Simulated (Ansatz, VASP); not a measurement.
# NaH: VASP beside Ansatz

```
CELL_PARAMETERS angstrom
1.63066 -5.79629 0.00000
1.63066 5.79629 0.00000
0.00000 0.00000 3.35388
ATOMIC_POSITIONS crystal
Na 0.85521 0.14479 0.75000
Na 0.14479 0.85521 0.25000
H 0.64389 0.35612 0.75000
H 0.35612 0.64389 0.25000
```

Change from the starting cell: relaxed end of: species swapped into the TmSi type (Cmcm, No. 63).

Alike in both runs: functional PBE; k mesh 8 × 8 × 8; occupations gaussian, width 0.02 eV; no spin polarisation.

Ansatz relaxed the structure, and its values are those at the end. VASP's run is a single point on that final structure, the one shown.

|  | VASP | Ansatz |
| --- | --- | --- |
| version | VASP 6.6.1 | Ansatz 0.2.0 |
| potentials or method | VASP PAW PBE potentials, release 64 (Na_pv, H) | scalar-relativistic, plane waves, PAW |
| plane-wave cutoff (eV) | 520 | 420 |
| valence electrons in the cell | 16 | 20 |

```tsv
	VASP	Ansatz	Ansatz less VASP
gap on the k mesh at the Fermi level (eV)	3.05	3.05	-0.002
least direct gap on the mesh (eV)	4.04	4.04	+0.004
pressure (GPa)	0.0	0.0	+0.03
rms of the force components (eV/Å)	0.003	0.003	-0.0001
```

The two sets of potentials don't hold the same shells in valence.

A k mesh can miss the band edges.
